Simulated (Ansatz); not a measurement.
## SCF convergence of CuO against the mixing step

These are results of DFT PBE, scalar-relativistic, plane waves, PAW (Ansatz), not measurements.

```
Cu O
1.0
     2.34465   -1.71340    0.00000
     2.34465    1.71340    0.00000
    -0.86055    0.00000    5.05944
Cu O
2 2
Direct
  0.00320 0.49680 0.00000
  0.49680 0.00320 0.50000
  0.57140 0.40560 0.25370
  0.40560 0.57140 0.75370
```

The plane-wave cutoff is 420 eV and the Γ-centred k-mesh is 16×16×8. The occupation rule is Gaussian smearing, 0.1 eV. The spin treatment is unpolarised.

Each run starts from superposed atomic densities and uses the program's default quasi-Newton mixer with a history of 8 with its automatic preconditioner, at most 120 iterations and the default threshold on the density residual; only the mixing step differs.

| mixing step | iterations | converged | density residual (eV) at iterations 1, 3, 5 |
| --- | --- | --- | --- |
| 0.02 | 11 | yes | 31 0.99 0.071 |
| 0.05 | 11 | yes | 31 0.95 0.058 |
| 0.2 | 11 | yes | 31 0.99 0.04 |
| 0.6 | 11 | yes | 31 1.9 0.02 |
| 1 | 11 | yes | 31 4 0.017 |

Cost: 5 runs of about 6.2 core-minutes in all, on Arm Neoverse V2 (shared hosts).